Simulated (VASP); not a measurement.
**LiF in VASP: how settings move the PBE single point**

The PBE single point of LiF built on the zincblende prototype, under -0.5 % biaxial strain in x and y, z held is repeated with altered inputs. Which of them can be trusted? This is a trial cell built on a prototype, not taken from a measured structure, and it needn't be the compound's ground state.

Code: VASP 6.6.1. PAW datasets, plane waves. The structure was generated, not taken from experiment, and needn't be the ground state; spin polarisation is off.

**1. Starting point**

The cell comes from an earlier relaxation with r2SCAN in another program, then strained, with the atoms relaxed again.

Space group I-4m2 (No. 119), tetragonal; conventional cell a = 3.017 Å, c = 4.289 Å, 9.76 Å³ an atom. Near Li stand 4 F at 1.85 Å; near F stand 4 Li at 1.85 Å.

As a file:

```
CELL_PARAMETERS angstrom
0.00000 2.13303 2.14461
2.13303 0.00000 2.14461
2.13303 2.13303 0.00000
ATOMIC_POSITIONS crystal
Li 0.00000 0.00000 0.00000
F 0.25000 0.25000 0.25000
```

**2. The reference run**

The input, INCAR:

```
ENCUT = 520.000000
SIGMA = 0.020000
EDIFF = 1.00e-07
GGA = PE
PREC = Accurate
IBRION = -1
ISIF = 2
ISMEAR = -1
NBANDS = 12
NELM = 120
NSW = 0
LASPH = .TRUE.
LCHARG = .FALSE.
LWAVE = .FALSE.
LREAL = .FALSE.
```

The input, KPOINTS:

```
KPOINTS created by Atomic Simulation Environment
0
Gamma
10 10 10
0 0 0
```

The input, POSCAR:

```
Li F
 1.0000000000000000
     0.0000000000000000    2.1330296528999999    2.1446105497999999
     2.1330296528999999    0.0000000000000000    2.1446105497999999
     2.1330296528999999    2.1330296528999999    0.0000000000000000
 Li  F
   1   1
Cartesian
  0.0000000000000000  0.0000000000000000  0.0000000000000000
  1.0665148264500000  1.0665148264500000  1.0723052748999999
```

A file KPOINTS_OPT adds named points for the levels; it doesn't enter the self-consistent loop.

Potentials: the recommended PBE PAW datasets, 10 valence electrons.

Run with:

```console
mpirun -np 1 vasp_std
```

**3. Altered input 1**

INCAR, as its differences from that of step 2:

```diff
@@ -9,3 +9,2 @@
 NBANDS = 12
-NELM = 120
 NSW = 0
@@ -15 +14,3 @@
 LREAL = .FALSE.
+ALGO = Conjugate
+NELM = 86
```

KPOINTS is that of step 2.

POSCAR is that of step 2.

What does the calculation give? Wanted: for each run, changed; ending; energy change; pressure; electronic steps; usable.

**Answer**, as computed:

| run | changed | ending | energy change (meV/atom) | pressure (GPa) | gap on the mesh (eV; negative: overlap) | electronic steps | time | usable |
| --- | --- | --- | --- | --- | --- | --- | --- | --- |
| ref. | – | converged | 0 | 3.6 | 7.97 | 13 | 16 s | yes |
| 1 | ALGO = Conjugate, NELM = 86 | converged | 0.0 | 3.6 | 7.97 | 15 | 13 s | yes |

**Reading.** The altered input gave usable results.
